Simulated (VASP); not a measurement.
# FeO (R-3m) in VASP: settings compared, part 2 of 2

VASP 6.6.1. The steps go on from the part before.

## (5) Equation of state, r2SCAN, collinear spin, ferromagnetic start, 9.84 Å³/atom (volume scaled by 0.98)

INCAR

```
SYSTEM = FeO
  PREC = Accurate
  ENCUT = 520
  EDIFF = 1E-6
  ISMEAR = -1
  SIGMA = 0.05
  LREAL = .FALSE.
  LASPH = .TRUE.
  NELM = 100
  ALGO = Normal
  ISIF = 2
  LWAVE = .FALSE.
  LCHARG = .FALSE.
  ISPIN = 2
  MAGMOM = 3 0
  LORBIT = 11
  LMAXMIX = 4
  METAGGA = R2SCAN
  LMIXTAU = .TRUE.
```

KPOINTS

```
regular mesh
0
G
  11 11 11
  0 0 0
```

POSCAR

```
FeO
1.0
    1.5074960171      0.8703532365      2.4989095439
   -1.5074960171      0.8703532365      2.4989095439
    0.0000000000     -1.7407064631      2.4989095439
Fe O
1 1
Direct
    0.0000000000      0.0000000000      0.0000000000
    0.5000000000      0.5000000000      0.5000000000
```

Started as:

```console
cat potpaw_PBE.64/Fe/POTCAR potpaw_PBE.64/O/POTCAR > POTCAR
mpirun -np 1 vasp_std > vasp.out
```

Wall time 3.8 min (1 thread of AMD EPYC 9R45 (Zen 5), shared host); peak memory 0.17 GiB.

It converged, with:

```
Free energy                                           : -22.8244 eV
Pressure                                              : -2.6 GPa
Band gap on the k mesh                                : none (metal or under the smearing width)
Net moment                                            : 4.00 μB per cell
Site moments                                          : Fe +3.68; O +0.28 μB
Valence electrons inside the program's atomic spheres : Fe 6.73; O 5.05
```

Caveat: the PAW data sets were made with another functional, which shifts forces and pressure a little; a cell with one magnetic atom can't hold antiferromagnetic order, which such compounds often take; semilocal functionals often make such compounds metallic where correlation or magnetic order opens a gap, which also shifts bond lengths.

## (6) Equation of state, r2SCAN, collinear spin, ferromagnetic start, 10.24 Å³/atom (volume scaled by 1.02)

INCAR

```
PREC = Accurate
ENCUT = 520
EDIFF = 1E-6
ISMEAR = -1
SIGMA = 0.05
LREAL = False
LASPH = True
NELM = 100
ALGO = Normal
ISIF = 2
LWAVE = False
LCHARG = False
ISPIN = 2
MAGMOM = 3 0
LORBIT = 11
LMAXMIX = 4
METAGGA = R2SCAN
LMIXTAU = True
```

KPOINTS

```
regular mesh
0
Gamma
  11 11 11
```

POSCAR

```
FeO
1.0
    1.5277332778      0.8820372245      2.5324559568
   -1.5277332778      0.8820372245      2.5324559568
    0.0000000000     -1.7640744389      2.5324559568
Fe O
1 1
Direct
    0.0000000000      0.0000000000      0.0000000000
    0.5000000000      0.5000000000      0.5000000000
```

Potentials or basis: VASP PAW PBE potentials, release 64 (Fe, O).

Started as:

```console
cat potpaw_PBE.64/Fe/POTCAR potpaw_PBE.64/O/POTCAR > POTCAR
mpirun -np 1 vasp_std > vasp.out
```

It took 3.9 min on 1 thread of AMD EPYC 9R45 (Zen 5), shared host; peak memory 0.17 GiB.

Results (log left out):

* Free energy: -22.7934 eV
* Pressure: -9.9 GPa
* Band gap on the k mesh: none (metal or under the smearing width)
* Net moment: 4.00 μB per cell
* Site moments: Fe +3.69; O +0.27 μB
* Valence electrons inside the program's atomic spheres: Fe 6.67; O 5.03

Caveat: the PAW data sets were made with another functional, which shifts forces and pressure a little; a cell with one magnetic atom can't hold antiferromagnetic order, which such compounds often take; semilocal functionals often make such compounds metallic where correlation or magnetic order opens a gap, which also shifts bond lengths.

## (7) Equation of state, r2SCAN, collinear spin, ferromagnetic start, 10.44 Å³/atom (volume scaled by 1.04)

INCAR

```
SYSTEM = FeO
  ALGO = Normal
  EDIFF = 1E-6
  ENCUT = 520
  ISIF = 2
  ISMEAR = -1
  ISPIN = 2
  LASPH = .TRUE.
  LCHARG = .FALSE.
  LMAXMIX = 4
  LMIXTAU = .TRUE.
  LORBIT = 11
  LREAL = .FALSE.
  LWAVE = .FALSE.
  MAGMOM = 3 0
  METAGGA = R2SCAN
  NELM = 100
  PREC = Accurate
  SIGMA = 0.05
```

KPOINTS

```
k-points
0
G
  11 11 11
  0 0 0
```

POSCAR

```
FeO
1.0
    1.5376539018      0.8877648994      2.5489009368
   -1.5376539018      0.8877648994      2.5489009368
    0.0000000000     -1.7755297887      2.5489009368
Fe O
1 1
Direct
    0.0000000000      0.0000000000      0.0000000000
    0.5000000000      0.5000000000      0.5000000000
```

Started as:

```console
cat potpaw_PBE.64/Fe/POTCAR potpaw_PBE.64/O/POTCAR > POTCAR
mpirun -np 1 vasp_std > vasp.out
```

Wall time 3.6 min (1 thread of AMD EPYC 9R45 (Zen 5), shared host); peak memory 0.16 GiB.

Results (log left out):

| Quantity | Value |
| --- | --- |
| Free energy | -22.7651 eV |
| Pressure | -13.0 GPa |
| Band gap on the k mesh | none (metal or under the smearing width) |
| Net moment | 4.00 μB per cell |
| Site moments | Fe +3.69; O +0.27 μB |
| Valence electrons inside the program's atomic spheres | Fe 6.64; O 5.01 |

Caveat: the PAW data sets were made with another functional, which shifts forces and pressure a little; a cell with one magnetic atom can't hold antiferromagnetic order, which such compounds often take; semilocal functionals often make such compounds metallic where correlation or magnetic order opens a gap, which also shifts bond lengths.

## (8) Equation of state, r2SCAN, collinear spin, ferromagnetic start

This run uses another cell than the first one, of 9.84 Å³/atom, 0.980 times its volume.

This step only gathers the single runs of the series.

What came out:

| Quantity | Value |
| --- | --- |
| Equilibrium volume | 9.72 Å³/atom |
| Bulk modulus at fixed shape and positions | 210 GPa |
| Pressure derivative of the bulk modulus | 4.5 (rough: it moves with the points fitted) |

Energy against volume, from the lowest point:
```csv
volume (Å³/atom),energy (meV/atom)
9.435,5.34
9.635,0.00
9.836,0.38
10.238,15.90
10.438,30.02
```

Caveat: the cell was scaled at fixed shape and fractional positions, which overstates the stiffness of a crystal with free parameters, most of all of layers and chains; the PAW data sets were made with another functional, which shifts forces and pressure a little.

## (9) The reference run

An earlier run on the cell as given: functional PBE; potentials or basis VASP PAW PBE potentials, release 64 (Fe, O); cutoff 520 eV; k mesh 11 × 11 × 11; occupations fermi-dirac, width 0.05 eV; collinear spin, ferromagnetic start; starting moments [3.0, 0.0] μB.

* Pressure: -0.5 GPa
* Band gap on the k mesh: none (metal or under the smearing width)
* Net moment: 4.00 μB per cell
* Site moments: Fe +3.62; O +0.30 μB
* Valence electrons inside the program's atomic spheres: Fe 6.73; O 4.99

## (10) The runs side by side

```csv
task,level,U,fixed moment (μB),cell,k mesh,smearing,pressure (GPa),moment (μB)
single point,r2SCAN+U,Fe d U = 2 eV,4,"R-3m, 10.04 Å³/atom",8 × 8 × 8,gaussian 0.05 eV,-6.3,4.00
equation of state,r2SCAN,-,-,"R-3m, 9.84 Å³/atom",11 × 11 × 11,fermi-dirac 0.05 eV,-,-
single point,PBE,-,-,"R-3m, 10.04 Å³/atom",11 × 11 × 11,fermi-dirac 0.05 eV,-0.5,4.00
```

Alike in all rows: potentials or basis VASP PAW PBE potentials, release 64 (Fe, O); spin collinear, ferromagnetic start; cutoff (eV) 520.

Caveats: the PAW data sets were made with another functional, which shifts forces and pressure a little (some runs); a cell with one magnetic atom can't hold antiferromagnetic order, which such compounds often take (some runs); the total moment is fixed, so each spin has its own Fermi level (some runs); the cell was scaled at fixed shape and fractional positions, which overstates the stiffness of a crystal with free parameters, most of all of layers and chains (some runs); semilocal functionals often make such compounds metallic where correlation or magnetic order opens a gap, which also shifts bond lengths (some runs).

Absolute energies hang on the potentials; compare differences alone.
